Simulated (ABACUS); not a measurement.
Here is an ABACUS 3.10.1 calculation.

INPUT

```
INPUT_PARAMETERS
suffix              CuI
calculation         scf
basis_type          pw
pseudo_dir          ./
symmetry            1
dft_functional      GGA_X_PW91+GGA_C_PW91
ecutwfc             92
pseudo_rcut         10
nspin               1
nbands              28
ks_solver           dav
smearing_method     fd
smearing_sigma      0.00367493
scf_thr             1e-08
scf_nmax            100
mixing_type         broyden
mixing_beta         0.7
cal_force           1
cal_stress          1
out_chg             1
kpar                4
```

File STRU:

```
ATOMIC_SPECIES
I 126.9045 I_ONCV_PBE-1.2.upf
Cu 63.5460 Cu_ONCV_PBE-1.2.upf

LATTICE_CONSTANT
1.8897261246

LATTICE_VECTORS
0.0000000000 3.0315000000 3.0315000000
3.0315000000 0.0000000000 3.0315000000
3.0315000000 3.0315000000 0.0000000000

ATOMIC_POSITIONS
Direct

I
0.0
1
0.0000000000 0.0000000000 0.0000000000 1 1 1

Cu
0.0
1
0.7500000000 0.7500000000 0.7500000000 1 1 1
```

The input KPT:

```
K_POINTS
0
Gamma
6 6 6 0 0 0
```

Potentials or basis: SG15 ONCV 1.2 PBE, plane waves.

Command:

```bash
$ OMP_NUM_THREADS=1 mpirun -np 4 abacus > log
```

What does it give for the pressure?

0.4 GPa.

Predict the band gap on the k mesh.

1.20 eV, direct.

Caveat: the potentials were made for another functional, which shifts forces and pressure; spin-orbit coupling is left out, which moves the levels of the heavy elements. Expect the measured gap to be larger: semilocal functionals such as PW91 lack the derivative discontinuity.
